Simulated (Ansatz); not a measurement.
## Structure search for Sc (sheets)

All numbers below come from Ansatz 0.2.0, DFT PBE, scalar-relativistic, plane waves, PAW. All cells share a 420 eV cutoff and Γ-centred k meshes spaced at most about 0.3 Å⁻¹ (about 0.25 or finer for metals, 2π included). Spin is collinear in cells that carry moments; the others ran without spin or lost their moments.

Energies count from the standard state of Sc at the same level.

Temperature and zero-point effects are left out. The comparison covers the computed candidates alone. Another magnetic order may lie lower.

Invented guesses were relaxed alike, and ends that match in structure, energy and magnetic state were merged. ΔE counts from the first row. Coordination counts all near atoms (those within 1.25 times the shortest distance at each site). All are two-dimensional sheets, periodic along a and b, with vacuum along c.

```json
{"#": "1", "reached from": "random sheet", "layer group": "p4/mmm (No. 61)", "atoms": "1", "Å²/atom": "8.6", "coordination": "Sc 4", "ΔE (meV/atom)": "0", "gap on mesh (eV)": "0.00", "moments": "parallel, 0.6 μB"}
{"#": "2", "reached from": "random sheet", "layer group": "p4/mmm (No. 61)", "atoms": "1", "Å²/atom": "8.5", "coordination": "Sc 4", "ΔE (meV/atom)": "79", "gap on mesh (eV)": "0.00", "moments": "none"}
{"#": "3", "reached from": "random sheet", "layer group": "p6/mmm (No. 80)", "atoms": "2", "Å²/atom": "11.9", "coordination": "Sc 3", "ΔE (meV/atom)": "871", "gap on mesh (eV)": "0.00", "moments": "parallel, 1.1 μB"}
```

The lowest: Layer group p4/mmm (No. 61), a = 2.935 Å, b = 2.935 Å, γ = 90.0°, thickness 0.00 Å between the outermost nuclei. Sc at height 0.00 Å has 4 Sc at 2.94 Å. Its energy over the standard state is +1.70 eV/atom. It lies above the standard state, so it could only be metastable.

```yaml
crystal:
  periodic: [true, true, false]
  lattice:
    - [2.93526, 0.00000, 0.00000]
    - [0.00000, 2.93526, 0.00000]
    - [0.00000, 0.00000, 23.80000]
  atoms:
    - { symbol: Sc, position: [0.50000, 0.50000, 0.29412] }
```

The second: Layer group p4/mmm (No. 61), a = 2.923 Å, b = 2.924 Å, γ = 90.0°, thickness 0.00 Å between the outermost nuclei. Sc at height 0.00 Å has 4 Sc at 2.92 Å. Counting all near atoms, the first and the second both have Sc 4. Cells relaxed within their symmetry can be saddle points. Some types were kept out of the candidates beforehand, so the set may lack a known form.
